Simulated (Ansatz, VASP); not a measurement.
**Two plane-wave programs on Te**

```xyz
2
Lattice="-2.9578 3.8760 1.5352 2.9578 -3.8760 1.5352 2.9578 3.8760 -1.5352" Properties=species:S:1:pos:R:3 pbc="T T T"
Te    0.0000    5.8139    0.7647
Te    2.9578   -1.9380    0.7704
```

This isn't the form of Te at room conditions, which is trigonal, of chains.

Alike in both runs: task single point; functional PBE; dispersion D3(BJ); k mesh 6 × 6 × 6; occupations gaussian, width 0.1 eV; no spin polarisation.

|  | VASP | Ansatz |
| --- | --- | --- |
| version | VASP 6.6.1 | Ansatz 0.2.0 |
| potentials or method | VASP PAW PBE potentials, release 64 (Te) | scalar-relativistic, plane waves, PAW |
| plane-wave cutoff (eV) | 520 | 420 |
| valence electrons in the cell | 12 | 32 |

```csv
,VASP,Ansatz,Ansatz less VASP
gap on the k mesh at the Fermi level (eV),none,none,-
pressure (GPa),-1.2,-1.1,+0.04
largest component of the traceless stress (GPa),1.07,1.11,+0.037
```

A gap of «none» marks a metal or a gap that the smearing closes. The functional is the same, so the differences come from potentials, cutoffs and numerics. The two sets of potentials don't hold the same shells in valence.

Caveats: the k mesh is coarse (spacing up to 0.38 Å⁻¹), so the values aren't converged; pairwise dispersion overbinds metals, which lowers pressure and volume. The runs have no spin-orbit coupling, so splittings on Te are missing.
